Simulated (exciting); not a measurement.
# I: equation of state with PBEsol

The system is I.

```
CELL_PARAMETERS angstrom
2.53835 -3.70662 0.00000
2.53835 3.70662 0.00000
-1.62087 0.00000 2.38110
ATOMIC_POSITIONS crystal
I 0.50000 0.50000 0.50000
```

```json
{
  "Program": "exciting (release sodium)",
  "Task": "equation of state",
  "Functional": "PBEsol",
  "Potentials or basis": "all-electron LAPW+lo, shipped species files, valence relativity iora*",
  "rgkmax": "9",
  "k mesh": "7 × 7 × 11",
  "Occupations": "fermi-dirac, width 0.05 eV",
  "Spin": "no spin polarisation",
  "gmaxvr (cutoff of density and potential)": "14 1/bohr",
  "lmaxapw (and lmaxmat)": "10",
  "lmaxvr": "8",
  "nempty": "8",
  "Valence relativity": "iora*",
  "Muffin-tin radii": "I 2.3 bohr"
}
```

```json
{"Equilibrium volume": "44.07 Å³/atom", "Bulk modulus at fixed shape and positions": "23 GPa", "Pressure derivative of the bulk modulus": "6.4 (rough: it moves with the points fitted)"}
```

Energy against volume, from the lowest point:
```
volume (Å³/atom)  energy (meV/atom)
          42.118               6.85
          43.014               1.65
          43.910               0.00
          44.806               0.79
          45.702               3.71
          46.598               8.97
          47.494              15.77
```

Caveat: the cell was scaled at fixed shape and fractional positions, which overstates the stiffness of a crystal with free parameters, most of all of layers and chains. The run has no spin-orbit coupling, so splittings on I are missing.
